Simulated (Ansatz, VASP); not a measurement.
## One calculation of GaN, two programs

```
Ga N
1.0
     3.19656    0.00000    0.00000
    -1.59828    2.76830    0.00000
     0.00000    0.00000    5.20857
Ga N
2 2
Direct
  0.33333 0.66667 0.99919
  0.66667 0.33333 0.49919
  0.33333 0.66667 0.37581
  0.66667 0.33333 0.87581
```

Alike in both runs: functional PBE; dispersion D3(BJ); k mesh 12 × 12 × 6; occupations gaussian, width 0.02 eV; no spin polarisation.

Ansatz relaxed the structure, and its values are those at the end. VASP's run is a single point on that final structure, the one shown.

```csv
,VASP,Ansatz
version,VASP 6.6.1,Ansatz 0.2.0
potentials or method,"VASP PAW PBE potentials, release 64 (Ga_d, N)","scalar-relativistic, plane waves, PAW"
plane-wave cutoff (eV),520,420
valence electrons in the cell,36,36
```

```tsv
	VASP	Ansatz	Ansatz less VASP
gap on the k mesh at the Fermi level (eV)	1.85	1.84	-0.007
least direct gap on the mesh (eV)	1.85	1.84	-0.007
pressure (GPa)	0.1	0.0	-0.10
```

A hybrid or GW would open this gap; PBE tends to underestimate it.
